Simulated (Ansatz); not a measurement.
# SnO2 (Pmmm) in Ansatz: band structure with PBE

Aim: the band structure of SnO2 with PBE.

Everything below comes from runs of Ansatz 0.2.0. Logs are shortened: lines on timing, memory, paths and dates and some standing lists are left out, and cuts for length are marked.

**1. Starting point**

The structure is orthorhombic, space group Pmmm (No. 47). Conventional cell: a = 3.023 Å, b = 4.965 Å, c = 5.977 Å, α = 90.00°, β = 90.00°, γ = 90.00°. Sn (site symmetry mmm) has 4 O at 2.02 Å as nearest neighbours. O (site symmetry mm2) is surrounded by 2 Sn at 2.02 Å.

The cell was built by a generator and needn't be a form met in nature.

**2. Band structure, PBE**

The input, input.yaml:

```yaml
crystal:
  lattice:
    - [3.02327, 0.0, 0.0]
    - [0.0, 4.96468, 0.0]
    - [0.0, 0.0, 5.97696]
  atoms:
    - { symbol: Sn, position: [0.5, 0.5, 0.0] }
    - { symbol: O, position: [0.0, 0.5, 0.77572] }
    - { symbol: O, position: [0.0, 0.5, 0.22428] }
hamiltonian:
  xc: pbe
  pseudopotentials: { kind: paw }
kpoints:
  mp_grid: { grid: [7, 5, 4] }
  band_path:
    path:
      - [[0.0, 0.0, 0.0], [0.5, 0.0, 0.0], [0.5, 0.5, 0.0], [0.0, 0.5, 0.0], [0.0, 0.0, 0.0], [0.0, 0.0, 0.5], [0.5, 0.0, 0.5], [0.5, 0.5, 0.5], [0.0, 0.5, 0.5], [0.0, 0.0, 0.5]]
      - [[0.0, 0.5, 0.0], [0.0, 0.5, 0.5]]
      - [[0.5, 0.0, 0.5], [0.5, 0.0, 0.0]]
      - [[0.5, 0.5, 0.0], [0.5, 0.5, 0.5]]
    npoints: 14
scf:
  occupations: { method: fermi_dirac, width: 0.05 }
  n_extra_bands: 7
output:
  forces: true
  stress: true
  eigenvalues: true
  fatbands: false
```

Potentials or basis: Ansatz PAW.

Run with:

```
$ ansatz run input.yaml --threads 2 --pin off --max-ram 5632MiB --backend cpu --events-out ev --progress --plain --runs-dir out
```

Standard output:

```text
Warning: RAYON_NUM_THREADS=2 ignored (pool sized by the plan → 2); use --threads N
scf.n_extra_bands = 7 over 13 filled bands (N_el = 26.0): the run solves 20 bands
Engine: ansatz 0.2.0, aarch64-unknown-linux-gnu
Pseudopotentials: kind: paw
Pseudopotential: Sn, paw, valence charge 14, recommended cutoff 420 eV (normal), Sn.paw.azcp
Pseudopotential: O, paw, valence charge 6, recommended cutoff 420 eV (normal), O.paw.azcp
Functional definition: PBE
  parameter kappa = 0.804
  parameter beta = 0.06672455060314922
  exchange = pbe_x(kappa = kappa, mu = beta*pi^2/3)
  correlation = pbe_c(beta = beta)
Crystal: 3 atoms, lattice volume = 89.712 Å³
Basis set: ecut = 420 eV, 1713 PW (Γ), exchange–correlation on 48×72×80 points (8 copies of the dense FFT grid, shifted against one another)
Bands: 20, of which v1, the nominal top of the filled ones, is band 13 counted from 1 (12 counted from 0)
Symmetry: 8 space group operations
Space group: Pmmm (ITA 47), of the structure as read, at distance tolerance 4.5e-5 Å
k-points: 36 of 140
Non-local potential: Sn, projectors of the file, l = 0: 2, l = 1: 2, l = 2: 2, l = 3: 2
Non-local potential: O, projectors of the file, l = 0: 2, l = 1: 2, l = 2: 1
PAW form: soft (Blöchl's): semilocal exchange-correlation on the pseudo side does not see the compensation charge
PAW one-centre angular grid: Sn, 590 points (default); XC on 64 Gauss nodes
PAW one-centre angular grid: O, 110 points (default); XC on 64 Gauss nodes
Initial density: superposition of atomic densities (neutral atoms: chi_scale 0, normalization atom), corrected by the library's trained network
Initial wavefunctions: pseudopotential atomic-orbital guess
Functional: x = pbe(κ = 0.804, μ = 0.2195149727645171), c = pbe(β = 0.06672455060314922)
SCF iter   1: F=—  HF=-7156.495270 eV  |F-HF|=—  |Δ(HF+E_count)|=         —  Δρ=4.18e-3  dr2=9.99e-3  ethr=1.77e-3  ⟨swp⟩=6.1  Hψ=4034  notcnv=0  defer=17
preconditioner: auto → none  [insulator: Δε(μ)=1.309 eV  Ē_g=19.439 eV  σ=0.050 eV  W_gap=1.00  n_scr=12 (ndim 8)  ℏωp=20.0 eV  f_vac=0.451  D(μ)=0.00/eV (n_scr^D=0)  ε∞_Penn≈2.1]
SCF iter   2: F=—  HF=-7156.498273 eV  |F-HF|=—  |Δ(HF+E_count)|=   3.00e-3  Δρ=2.39e-3  dr2=3.31e-3  ethr=3.84e-5  ⟨swp⟩=2.6  Hψ=1526  notcnv=0  defer=82
SCF iter   3: F=—  HF=-7156.498774 eV  |F-HF|=—  |Δ(HF+E_count)|=   5.01e-4  Δρ=1.23e-3  dr2=1.08e-3  ethr=1.27e-5  ⟨swp⟩=2.0  Hψ=1047  notcnv=0  defer=82
SCF iter   4: F=—  HF=-7156.498804 eV  |F-HF|=—  |Δ(HF+E_count)|=   2.98e-5  Δρ=2.16e-4  dr2=2.25e-5  ethr=4.17e-6  ⟨swp⟩=2.0  Hψ=961  notcnv=0  defer=82
SCF iter   5: F=—  HF=-7156.498739 eV  |F-HF|=—  |Δ(HF+E_count)|=   6.52e-5  Δρ=4.34e-5  dr2=8.61e-7  ethr=8.65e-8  ⟨swp⟩=2.0  Hψ=1005  notcnv=0  defer=82
SCF iter   6: F=-7156.498741 eV  HF=-7156.498741 eV  |F-HF|=4.34e-9  |Δ(HF+E_count)|=   1.98e-6  Δρ=4.99e-6  dr2=3.63e-8  ethr=3.85e-10  ⟨swp⟩=10.5  Hψ=3880  notcnv=0
SCF 1 converged in 6 iterations: F = -7156.498741 eV  dr2 = 3.63e-8
NSCF: frozen V_eff on 172 k-points
SCF converged after 6 iterations
Free energy (F): -7156.498741 eV
Harris-Foulkes:  -7156.498741 eV  (|F-HF|=4.34e-9)
Internal energy: -7156.498740 eV  (E = F + TS)
E sigma→0 (E₀):  -7156.498740 eV
Entropy (-TS):   -0.000000 eV (-0.000 meV/atom)
Fermi energy:    0.709278 eV
--- Per-component energies (eV) ---
  E_band       = -301.296707
  E_kinetic    = 533.359968
  E_local      = -3371.747285  (includes V_loc(G=0)·N_el)
  E_nonlocal   = 65.931037
  E_hartree    = 1593.695215
  E_xc         = -526.304012
  E_vxc        = -279.711202  (∫ρ·V_xc dr)
  E_paw        = -4458.585226  (= ΣΔE_a)
  E_vpaw       = -436.517486  (= ΣTr[D̂ρ^β])
  E_aug_tail   = 0.004700  (compensation charges beyond the density's cutoff)
  E_ewald      = -992.853139
  E_smearing   = -0.000000  (= −TS)
  E_closure    = -0.000000  (closes the sum)
  Σ components = -7156.498741   (vs F -7156.498741, Δ=0.00e0)
--- Forces (eV/Å), atoms counted from 1 ---
  atom   1  Sn     0.00000000     0.00000000     0.00000000
  atom   2  O      0.00000000     0.00000000     0.00066493
  atom   3  O      0.00000000     0.00000000    -0.00066493
  max |Σ_I F_I| component: 1.08e-19 eV/Å
--- Stress (GPa, compression-positive) ---
        0.462416       0.000000       0.000000
        0.000000       0.513527       0.000000
        0.000000       0.000000       0.440202
  P = ⅓ Tr σ = 0.4720 GPa (4.720 kbar)
--- Band table (eV; the first three rows and the last of 36) ---
  k-point 0: bands = ["-21.3085", "-20.5603", "-20.4869", "-20.4029", "-20.3960", "-17.1217", "-16.5813", "-4.8913", "-2.7762", "-2.2802", "-0.9637", "-0.7806", "-0.5473", "1.3146", "4.7090", "6.3977", "6.8051", "8.6808", "11.2134", "12.1596"]
  k-point 1: bands = ["-21.3078", "-20.5603", "-20.4869", "-20.4029", "-20.3960", "-17.1093", "-16.5995", "-4.7972", "-2.7535", "-2.2710", "-1.0476", "-1.0047", "-0.5616", "1.5453", "4.7261", "5.7985", "7.0090", "9.3272", "11.2389", "12.0292"]
  k-point 2: bands = ["-21.3071", "-20.5603", "-20.4869", "-20.4028", "-20.3960", "-17.0959", "-16.6186", "-4.6951", "-2.7296", "-2.2614", "-1.2926", "-1.0467", "-0.5758", "1.7573", "4.7430", "5.3891", "7.1449", "9.6253", "11.9356", "12.2315"]
  k-point 35: bands = ["-21.2957", "-20.7385", "-20.6330", "-20.5345", "-20.1285", "-16.9625", "-14.8145", "-6.5651", "-3.9398", "-3.1176", "-1.3389", "-0.9022", "-0.4170", "2.9444", "4.1516", "8.1903", "9.2200", "9.3682", "10.8430", "11.7905"]
```

Run time: 8.2 s. Hardware: 2 threads of Arm Neoverse N1, shared host; peak memory 0.39 GiB.

Results:

* Free energy: -7156.4987 eV
* Pressure: 0.5 GPa
* Band gap on the k mesh: 1.33 eV, indirect (least direct gap 1.86 eV)
* Band gap along the path: 1.29 eV, indirect (least direct gap 1.86 eV)

Levels at the corners of the path, in eV from the valence-band top:
| point | band 10 | band 11 | band 12 | band 13 | band 14 | band 15 | band 16 | band 17 |
| --- | --- | --- | --- | --- | --- | --- | --- | --- |
| Γ | -2.30 | -0.99 | -0.80 | -0.57 | 1.29 | 4.69 | 6.37 | 6.78 |
| X | -3.41 | -1.19 | -0.81 | 0.00 | 3.67 | 3.88 | 6.60 | 9.16 |
| S | -3.40 | -1.30 | -0.85 | 0.00 | 2.75 | 4.06 | 8.31 | 8.46 |
| Y | -2.30 | -1.08 | -0.80 | -0.57 | 2.06 | 3.23 | 7.35 | 7.71 |
| Γ | -2.30 | -0.99 | -0.80 | -0.57 | 1.29 | 4.69 | 6.37 | 6.78 |
| Z | -2.29 | -1.32 | -1.07 | -0.60 | 1.73 | 4.72 | 5.37 | 7.12 |
| U | -3.16 | -1.15 | -0.86 | -0.40 | 3.76 | 3.90 | 6.92 | 9.42 |
| R | -3.15 | -1.24 | -0.92 | -0.40 | 2.79 | 4.17 | 8.53 | 8.66 |
| T | -2.28 | -1.30 | -1.19 | -0.60 | 2.48 | 3.25 | 6.80 | 7.32 |
| Z | -2.29 | -1.32 | -1.07 | -0.60 | 1.73 | 4.72 | 5.37 | 7.12 |
| Y | -2.30 | -1.08 | -0.80 | -0.57 | 2.06 | 3.23 | 7.35 | 7.71 |
| T | -2.28 | -1.30 | -1.19 | -0.60 | 2.48 | 3.25 | 6.80 | 7.32 |
| U | -3.16 | -1.15 | -0.86 | -0.40 | 3.76 | 3.90 | 6.92 | 9.42 |
| X | -3.41 | -1.19 | -0.81 | 0.00 | 3.67 | 3.88 | 6.60 | 9.16 |
| S | -3.40 | -1.30 | -0.85 | 0.00 | 2.75 | 4.06 | 8.31 | 8.46 |
| R | -3.15 | -1.24 | -0.92 | -0.40 | 2.79 | 4.17 | 8.53 | 8.66 |

Caveat: the pressure holds a Pulay correction of +0.3 GPa for the finite cutoff; spin-orbit coupling is left out, which moves the levels of the heavy elements.
